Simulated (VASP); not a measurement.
# Te2Mo in VASP: single point with r2SCAN+D3(BJ)

Aim: the single point of Te2Mo with r2SCAN+D3(BJ).

All numbers are computed with VASP 6.6.1; they aren't measurements. Logs are shortened: lines on timing, memory, paths and dates and some standing lists are left out, and cuts for length are marked.

## (1) The slab as given

The cell holds a slab with vacuum, 3 atoms: a = 3.560 Å, b = 3.560 Å, c = 17.524 Å, α = 90.00°, β = 90.00°, γ = 120.00°.

## (2) Single point, r2SCAN+D3(BJ)

The input, POSCAR:

```
Te2Mo
1.0
    3.5602328100      0.0000000000      0.0000000000
   -1.7801164100      3.0832520600      0.0000000000
    0.0000000000      0.0000000000     17.5240578200
Te Mo
2 1
Direct
    0.3333333300      0.6666666700      0.8978554500
    0.3333333300      0.6666666700      0.1021445500
    0.0000000000      0.0000000000      0.0000000000
```

The input, INCAR.step1:

```
ALGO = Normal
EDIFF = 1E-4
ENCUT = 520
GGA = PE
ISMEAR = 1
LASPH = True
LCHARG = False
LREAL = False
LWAVE = True
NBANDS = 20
NELM = 100
PREC = Accurate
SIGMA = 0.1
```

The input, INCAR.step2:

```
ALGO = Normal
EDIFF = 1E-7
ENCUT = 520
ISIF = 2
ISMEAR = 1
ISTART = 1
IVDW = 12
LASPH = True
LCHARG = False
LMIXTAU = True
LREAL = False
LWAVE = False
METAGGA = R2SCAN
NBANDS = 20
NELM = 100
PREC = Accurate
SIGMA = 0.1
VDW_A1 = 0.49484001
VDW_A2 = 5.73083694
VDW_S6 = 1.0
VDW_S8 = 0.78981345
```

The input, KPOINTS:

```
k-points
0
Gamma
  8 8 2
```

Potentials or basis: VASP PAW PBE potentials, release 64 (Te, Mo_sv).

The run is started by

```
cat potpaw_PBE.64/Te/POTCAR potpaw_PBE.64/Mo_sv/POTCAR > POTCAR
cp INCAR.step1 INCAR
mpirun -np 1 vasp_std > vasp.out
cp INCAR.step2 INCAR
mpirun -np 1 vasp_std > vasp.out
```

OUTCAR:

```text
EDIFF = 1E-7
   ENCUT = 520
   ISIF = 2
   ISMEAR = 1
   ISTART = 1
   IVDW = 12
   LASPH = True
   LREAL = False
   METAGGA = R2SCAN
   NELM = 100
   PREC = Accurate
 IVDW          = 12

 ion  position               nearest neighbor table
   1  0.333  0.667  0.898-   3 2.73   3 2.73   3 2.73   2 3.58
   2  0.333  0.667  0.102-   3 2.73   3 2.73   3 2.73   1 3.58
   3  0.000  0.000  0.000-   1 2.73   2 2.73   1 2.73   2 2.73   1 2.73   2 2.73

  LATTYP: Found a hexagonal cell.
 ALAT       =     3.5602328100
 C/A-ratio  =     4.9221662614

  Lattice vectors:

 A1 = (   3.5602328100,   0.0000000000,   0.0000000000)
 A2 = (  -1.7801164100,   3.0832520600,   0.0000000000)
 A3 = (   0.0000000000,   0.0000000000,  17.5240578200)

Analysis of symmetry for initial positions (statically):
=====================================================================
 Subroutine PRICEL returns:
 Original cell was already a primitive cell.

 Routine SETGRP: Setting up the symmetry group for a
 hexagonal supercell.

 Subroutine GETGRP returns: Found 12 space group operations
 (whereof 12 operations were pure point group operations)
 out of a pool of 24 trial point group operations.

The static configuration has the point symmetry D_3h.

Analysis of symmetry for dynamics (positions and initial velocities):
=====================================================================
 Subroutine PRICEL returns:
 Original cell was already a primitive cell.

 Routine SETGRP: Setting up the symmetry group for a
 hexagonal supercell.

 Subroutine GETGRP returns: Found 12 space group operations
 (whereof 12 operations were pure point group operations)
 out of a pool of 24 trial point group operations.

The dynamic configuration has the point symmetry D_3h.

 Subroutine INISYM returns: Found 12 space group operations
 (whereof 12 operations are pure point group operations),
 and found     1 'primitive' translations

----------------------------------------------------------------------------------------

                                     Primitive cell

  volume of cell :     192.3633

  direct lattice vectors                    reciprocal lattice vectors
     3.560232810  0.000000000  0.000000000     0.280880508  0.162166437  0.000000000
    -1.780116410  3.083252060  0.000000000     0.000000000  0.324332873  0.000000000
     0.000000000  0.000000000 17.524057820     0.000000000  0.000000000  0.057064409

  length of vectors
     3.560232810  3.560232815 17.524057820     0.324332874  0.324332873  0.057064409

  position of ions in fractional coordinates (direct lattice)
     0.333333330  0.666666670  0.897855450
     0.333333330  0.666666670  0.102144550
     0.000000000  0.000000000  0.000000000

  ion indices of the primitive-cell ions
   primitive index   ion index
                 1           1
                 2           2
                 3           3

----------------------------------------------------------------------------------------

 KPOINTS: k-points

Automatic generation of k-mesh.
 Grid dimensions read from file:
 generate k-points for:    8    8    2

 Generating k-lattice:

  Cartesian coordinates                     Fractional coordinates (reciprocal lattice)
     0.035110063  0.020270805  0.000000000     0.125000000 -0.000000000  0.000000000
     0.000000000  0.040541609  0.000000000     0.000000000  0.125000000  0.000000000
     0.000000000  0.000000000  0.028532204     0.000000000  0.000000000  0.500000000

  Length of vectors
     0.040541609  0.040541609  0.028532204

  Shift w.r.t. Gamma in fractional coordinates (k-lattice)
     0.000000000  0.000000000  0.000000000

 Subroutine IBZKPT returns following result:
 ===========================================

 Found     20 irreducible k-points:

 Following reciprocal coordinates:
            Coordinates               Weight
  0.000000  0.000000  0.000000      1.000000
  0.125000  0.000000  0.000000      6.000000
  0.250000  0.000000  0.000000      6.000000
  0.375000  0.000000  0.000000      6.000000
  0.500000  0.000000  0.000000      3.000000
  0.125000  0.125000  0.000000      6.000000
[... 12 lines left out ...]
  0.250000  0.250000  0.500000      6.000000
  0.375000  0.250000  0.500000      6.000000
   k-points           NKPTS =     20   k-points in BZ     NKDIM =     20   number of bands    NBANDS=     20
   number of dos      NEDOS =    301   number of ions     NIONS =      3
   total plane-waves  NPLWV = 109760
   dimension x,y,z NGX =    28 NGY =   28 NGZ =  140
   dimension x,y,z NGXF=    56 NGYF=   56 NGZF=  280
   ions per type =               2   1
   NGX,Y,Z   is equivalent  to a cutoff of  13.07, 13.07, 13.28 a.u.
   NGXF,Y,Z  is equivalent  to a cutoff of  26.15, 26.15, 26.56 a.u.
 SYSTEM =  unknown system
   PREC   = accura    normal or accurate (medium, high low for compatibility)
   ISTART =      1    job   : 0-new  1-cont  2-samecut
   ICHARG =      0    charge: 1-file 2-atom 10-const
   ISPIN  =      1    spin polarized calculation?
   LNONCOLLINEAR =      F non collinear calculations
   LSORBIT =      F    spin-orbit coupling
   LASPH  =      T    aspherical Exc in radial PAW
   ENCUT  =  520.0 eV  38.22 Ry    6.18 a.u.   6.62  6.62 32.58*2*pi/ulx,y,z
   NELM   =    100;   NELMIN=  2; NELMDL=  0     # of ELM steps
   EDIFF  = 0.1E-06   stopping-criterion for ELM
   LREAL  =      F    real-space projection
   EDIFFG = 0.1E-05   stopping-criterion for IOM
   NSW    =      0    number of steps for IOM
   IBRION =     -1    ionic relax: 0-MD 1-quasi-New 2-CG
   NFREE  =      0    steps in history (QN), initial steepest desc. (CG)
   ISIF   =      2    stress and relaxation
   ISYM   =      2    0-nonsym 1-usesym 2-fastsym
   POTIM  = 0.5000    time-step for ionic-motion
   TEBEG  =    0.0;   TEEND  =   0.0 temperature during run
   PSTRESS=    0.0 pullay stress
   NELECT =      26.0000    total number of electrons
   NUPDOWN=      -1.0000    fix difference up-down
   EMIN   =  10.00;   EMAX   =-10.00  energy-range for DOS
   EFERMI =   0.00;   METHOD = LEGACY
   ISMEAR =     1;   SIGMA  =   0.10  broadening in eV -4-tet -1-fermi 0-gaus
   EFERMI_NEDOS =   21; number of points for ismear=-14 and -15
   IALGO  =     38    algorithm
   IMIX   =      4    mixing-type and parameters
     AMIX     =   0.40;   BMIX     =  1.00
     AMIX_MAG =   1.60;   BMIX_MAG =  1.00
  volume/ion in A,a.u.               =      64.12       432.71
  Fermi-wavevector in a.u.,A,eV,Ry     =   0.840153  1.587660  9.603777  0.705858
  Thomas-Fermi vector in A             =   1.954489
   LORBIT       =      0    0 simple, 1 ext, 2 COOP (PROOUT), +10 PAW based schemes
   METAGGA = R2SCAN    functional components
   LHFCALC =     F    Hartree Fock is set to
   AEXX    =    0.0000 exact exchange contribution
   IVDW    =    12    specifies the selected vdW correction
   LEPSILON=     F    determine dielectric tensor
   LRPA    =     F    only Hartree local field effects (RPA)
 non-spin polarized calculation
 Methfessel and Paxton  Order N= 1 SIGMA  =   0.10
  energy-cutoff  :      520.00
  volume of cell :      192.36
 maximum number of plane-waves:      5262
 NGX is ok and might be reduce to    28
   NGX = 13   NGY = 13   NGZ = 65

 number of electron      26.0000000 magnetization

 Free energy of the ion-electron system (eV)
  ---------------------------------------------------
  ext. energy  EPLUGINS =         0.00000000
  ---------------------------------------------------
  free energy    TOTEN  =       -77.77036044 eV

  energy without entropy =      -77.77090678  energy(sigma->0) =      -77.77054255

 E-fermi :  -0.0280     XC(G=0):  -4.7924

 val. band max:       -0.1121770338   @ k =   0.3750   0.2500   0.5000
 cond. band min:       1.2341638227   @ k =   0.3750   0.2500   0.0000
 fundamental gap:      1.3463408566
 Fermi energy:        -0.0280163948

 k-point     1 :       0.0000    0.0000    0.0000
  band No.  band energies     occupation
      1     -62.6552      2.00000
      2     -36.0753      2.00000
      3     -35.9852      2.00000
      4     -35.9852      2.00000
      5     -13.1240      2.00000
      6     -12.0645      2.00000
[... 12 lines left out ...]
     19       5.2476      0.00000
     20       5.9434      0.00000

 k-point     2 :       0.1250    0.0000    0.0000
  band No.  band energies     occupation
      1     -62.6539      2.00000
      2     -36.0711      2.00000
      3     -36.0037      2.00000
      4     -35.9895      2.00000
      5     -12.9043      2.00000
      6     -11.9153      2.00000
[... 12 lines left out ...]
     19       5.5029      0.00000
     20       6.2516      0.00000

 k-point     3 :       0.2500    0.0000    0.0000
  band No.  band energies     occupation
      1     -62.6505      2.00000
      2     -36.0610      2.00000
      3     -36.0482      2.00000
      4     -35.9999      2.00000
      5     -12.2977      2.00000
      6     -11.5065      2.00000
[... 12 lines left out ...]
     19       6.2064      0.00000
     20       6.7895      0.00000

 k-point     4 :       0.3750    0.0000    0.0000
  band No.  band energies     occupation
      1     -62.6472      2.00000
      2     -36.0923      2.00000
      3     -36.0508      2.00000
      4     -36.0102      2.00000
      5     -11.5148      2.00000
      6     -10.9953      2.00000
[... 337 lines left out ...]
 k-point    19 :       0.2500    0.2500    0.5000
  band No.  band energies     occupation
      1     -62.6458      2.00000
      2     -36.0876      2.00000
      3     -36.0466      2.00000
      4     -36.0376      2.00000
      5     -11.1526      2.00000
      6     -10.7491      2.00000
[... 12 lines left out ...]
     19       6.7380      0.00000
     20       7.3988      0.00000

 k-point    20 :       0.3750    0.2500    0.5000
  band No.  band energies     occupation
      1     -62.6448      2.00000
      2     -36.0895      2.00000
      3     -36.0517      2.00000
      4     -36.0436      2.00000
      5     -10.8429      2.00000
      6     -10.5486      2.00000
[... 12 lines left out ...]
     19       6.2616      0.00000
     20       7.6821      0.00000

------------------------ aborting loop because EDIFF is reached ----------------------------------------

 Edisp (eV)   -0.48055

 E8    (eV) :    -0.1868

  FORCE on cell =-STRESS in cart. coord.  units (eV):
  Direction    XX          YY          ZZ          XY          YZ          ZX
  --------------------------------------------------------------------------------------
  -------------------------------------------------------------------------------------
  Total      -0.44035    -0.44035    -0.09184     0.00000     0.00000     0.00000
  in kB      -3.66763    -3.66763    -0.76494     0.00000     0.00000     0.00000
  external pressure =       -2.70 kB  Pullay stress =        0.00 kB

 VOLUME and BASIS-vectors are now :
 -----------------------------------------------------------------------------
  energy-cutoff  :      520.00
  volume of cell :      192.36
      direct lattice vectors                 reciprocal lattice vectors
     3.560232810  0.000000000  0.000000000     0.280880508  0.162166437  0.000000000
    -1.780116410  3.083252060  0.000000000     0.000000000  0.324332873  0.000000000
     0.000000000  0.000000000 17.524057820     0.000000000  0.000000000  0.057064409

 POSITION                                       TOTAL-FORCE (eV/Angst)
 -----------------------------------------------------------------------------------
     -0.00000      2.05550     15.73407        -0.000000     -0.000000      0.017317
     -0.00000      2.05550      1.78999        -0.000000      0.000000     -0.017317
      0.00000      0.00000      0.00000         0.000000     -0.000000      0.000000
 -----------------------------------------------------------------------------------
    total drift:                                0.000009     -0.000005     -0.000000

  FREE ENERGIE OF THE ION-ELECTRON SYSTEM (eV)
  ---------------------------------------------------
  free  energy   TOTEN  =       -78.2509121791 eV

  energy  without entropy=      -78.2514585215  energy(sigma->0) =      -78.25109429
```

It took 9.3 min on 1 thread of Intel Xeon Platinum 8259CL at 2.50GHz (Skylake/Cascade Lake), shared host; peak memory 0.4 GiB.

Results:

| Item | Value |
| --- | --- |
| Free energy | -78.2509 eV |
| Largest force | 0.017 eV/Å |
| Band gap on the k mesh | 1.35 eV, direct |
| Dispersion energy per atom | -0.160 eV |

Forces on the atoms (eV/Å):
```
Te   0.000  0.000  0.017
Te   0.000  0.000 -0.017
Mo   0.000  0.000  0.000
```

Levels at points of the mesh, in eV from the valence-band top:
```tsv
k point	band 9	band 10	band 11	band 12	band 13	band 14	band 15	band 16	band 17	band 18
(0.00, 0.00, 0.00)	-1.73	-1.66	-0.92	-0.92	-0.31	3.27	3.27	3.58	3.58	4.82
(0.50, 0.00, 0.00)	-3.41	-2.39	-1.61	-0.66	-0.37	1.56	1.95	3.65	3.96	4.39
(0.00, 0.00, 0.50)	-1.73	-1.66	-0.92	-0.92	-0.31	3.27	3.27	3.58	3.58	5.01
(0.50, 0.00, 0.50)	-3.41	-2.39	-1.61	-0.66	-0.37	1.56	1.95	3.65	3.96	4.39
```

Caveat: the PAW data sets were made with another functional, which shifts forces and pressure a little; spin-orbit coupling is left out, which moves the levels of the heavy elements.
